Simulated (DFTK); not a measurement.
The system is TaN.

```
Ta N
1.0
     0.00000    2.21132    2.21132
     2.21132    0.00000    2.21132
     2.21132    2.21132    0.00000
Ta N
1 1
Direct
  0.50000 0.50000 0.50000
  0.00000 0.00000 0.00000
```

The cell comes from a database or a generator and needn't be the stable form of this composition.

Base run:

* Program: DFTK 0.8.2
* Functional: LDA
* Potentials or basis: SG15 1.2 (PBE)
* Cutoff: 1225 eV
* k mesh: 10 × 10 × 10
* Occupations: fermi-dirac, width 0.05 eV
* Spin: no spin polarisation

Its results: band gap on the k mesh none (metal or under the smearing width); pressure -22.4 GPa.

Problem. After a change of settings the same cell gave: band gap on the k mesh none (metal or under the smearing width); pressure -17.4 GPa. Which change was it?
A. functional from LDA to PBEsol; potentials or basis from SG15 1.2 (PBE) to dojo.nc.sr.pbesol.v0_4_1.standard.upf (PBEsol); cutoff from 1225 eV to 1143 eV; valence electrons from 32 to 18
B. potentials or basis from SG15 1.2 (PBE) to dojo.nc.sr.lda.v0_4_1.stringent.upf (LDA); cutoff from 1225 eV to 1796 eV; k mesh from 10 × 10 × 10 to 8 × 8 × 8
C. functional from LDA to r2SCAN; k mesh from 10 × 10 × 10 to 7 × 7 × 7
D. functional from LDA to r2SCAN

Solution. B.

Caveats: the potentials were made for another functional, which shifts forces and pressure (some runs); so large a pressure means that the cell lies far from this level's equilibrium, or that cutoff or potentials fall short (some runs).

Not every run made on this cell is shown here.
